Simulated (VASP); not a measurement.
Wanted: the native input for a VASP 6.6.1 run.

| Property | Result |
| --- | --- |
| Task | single point |
| Functional | PBEsol |
| Potentials or basis | VASP PAW PBE potentials, release 64 (Na_pv, F) |
| Cutoff | 520 eV |
| k mesh | 8 × 8 × 8 |
| Occupations | gaussian, width 0.5 eV |
| Spin | no spin polarisation |
| Further INCAR settings | ALGO = Fast; EDIFF = 1e-07; NBANDS = 14 |

The structure of NaF lies in POSCAR:

```
NaF
1.0
    0.0000000000      2.3121900000      2.3121900000
    2.3121900000      0.0000000000      2.3121900000
    2.3121900000      2.3121900000      0.0000000000
Na F
1 1
Direct
    0.0000000000      0.0000000000      0.0000000000
    0.5000000000      0.5000000000      0.5000000000
```

These files were run (other wordings do the same):

INCAR

```
ALGO = Fast
EDIFF = 1E-7
ENCUT = 520
GGA = PS
ISIF = 2
ISMEAR = 0
LASPH = T
LCHARG = F
LREAL = F
LWAVE = F
NBANDS = 14
NELM = 100
PREC = Accurate
SIGMA = 0.5
```

KPOINTS

```
k-points
0
Gamma
  8 8 8
```

Potentials or basis: VASP PAW PBE potentials, release 64 (Na_pv, F).

Run with:

```console
$ cat potpaw_PBE.64/Na_pv/POTCAR potpaw_PBE.64/F/POTCAR > POTCAR
$ mpirun -np 1 vasp_std > vasp.out
```

Results of the run:

```
Pressure               : 0.1 GPa
Band gap on the k mesh : 6.19 eV, direct
```

Caveat: the PAW data sets were made with another functional, which shifts forces and pressure a little.

It used 5.6 s of CPU time on 1 thread of Intel(R) Xeon(R) Platinum 8559C (Emerald Rapids), on a shared host, which was overloaded at the time.
